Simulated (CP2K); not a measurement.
The system is TiC.

```
Ti C
1.0
     3.06279    0.00000    0.00000
     1.53139    2.65245    0.00000
     1.53139    0.88415    2.50076
Ti C
1 1
Direct
  0.00000 0.00000 0.00000
  0.50000 0.50000 0.50000
```

The cell is a database's computed one.

Base run:

```yaml
Program: CP2K 2026.2
Functional: r2SCAN
Potentials_or_basis: POTENTIAL_UZH Ti GTH-PBE-q12, C GTH-PBE-q4; TZVP-MOLOPT-PBE-GTH basis
Density_cutoff: 9184 eV
k_mesh: 11 × 11 × 11
Occupations: fermi-dirac, width 0.05 eV
Spin: no spin polarisation
```

Its results: band gap on the k mesh none (metal or under the smearing width); pressure -0.3 GPa.

Task: After a change of settings the same cell gave: band gap on the k mesh none (metal or under the smearing width); pressure -3.8 GPa. Which change was it?
A. functional from r2SCAN to PW91
B. functional from r2SCAN to BEEF-vdW
C. functional from r2SCAN to LDA
D. functional from r2SCAN to vdW-DF-cx

Result: D.

Caveats: the potentials were made for another functional, which shifts forces and pressure; the basis of atomic orbitals isn't converged, which shifts pressures, moduli and gaps.

Runs at the PBE level aren't shown here.
